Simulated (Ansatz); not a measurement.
# ScH3: the cost of one run

Program: Ansatz 0.2.0. Level of theory: DFT PBE, scalar-relativistic, plane waves, PAW, unless a step names another level. These are calculated values, not measurements.

**1. Starting point**

It takes space group P6_3/mmc (No. 194, hexagonal). The conventional cell has a = 3.361 Å, b = 3.361 Å, c = 6.098 Å, α = 90.00°, β = 90.00°, γ = 120.00°. Sc (site symmetry -6m2) has 11 H at 1.94 to 2.16 Å in its first shell of neighbours. H (site symmetry -6m2) is surrounded by 3 Sc at 1.94 Å. H (site symmetry 3m) is surrounded by 7 H at 1.92 to 2.24 Å and 4 Sc at 2.09 to 2.16 Å.

Structure file:

```
Sc H
1.0
     3.36055    0.00000    0.00000
    -1.68028    2.91032    0.00000
     0.00000    0.00000    6.09751
Sc H
2 6
Direct
  0.33333 0.66667 0.25000
  0.66667 0.33333 0.75000
  0.00000 0.00000 0.25000
  0.33333 0.66667 0.59252
  0.33333 0.66667 0.90748
  0.00000 0.00000 0.75000
  0.66667 0.33333 0.40748
  0.66667 0.33333 0.09252
```

It came out lowest among 21 distinct ends of the trial cells. At a tolerance of 0.05 Å it has space group P6_3/mmc (No. 194).

**2. Tight relaxation for the response runs, on the response runs' mesh and smearing**

File input.yaml:

```yaml
crystal:
  lattice:
    - [3.3605515592, 0.0, 0.0]
    - [-1.6802757796, 2.910323021, 0.0]
    - [0.0, 0.0, 6.0975144777]
  atoms:
    - { symbol: Sc, position: [0.3333333333, 0.6666666667, 0.25] }
    - { symbol: Sc, position: [0.6666666667, 0.3333333333, 0.75] }
    - { symbol: H, position: [0.0, 0.0, 0.25] }
    - { symbol: H, position: [0.3333333333, 0.6666666667, 0.592523306] }
    - { symbol: H, position: [0.3333333333, 0.6666666667, 0.907476694] }
    - { symbol: H, position: [0.0, 0.0, 0.75] }
    - { symbol: H, position: [0.6666666667, 0.3333333333, 0.407476694] }
    - { symbol: H, position: [0.6666666667, 0.3333333333, 0.092523306] }
basis:
  ecutwfc: 420
kpoints:
  mp_grid: { grid: [12, 12, 6] }
hamiltonian:
  xc: pbe
scf:
  occupations: { method: gaussian, width: 0.1 }
output:
  forces: true
  stress: true
  eigenvalues: true
relax:
  adjacent_minimum: "off"
  f_tol: 0.001
  max_steps: 60
  cell: { stress_tol: 0.01 }
```

The run is started by

```
ansatz run input.yaml --threads 3 --pin off --max-ram 7680MiB --backend cpu --events-out ev --progress --plain --runs-dir out
```

What time and memory should one allow on 3 threads of AMD EPYC 9R45 (Zen 5), shared host?

About 3.8 s, with a peak of 0.49 GiB.
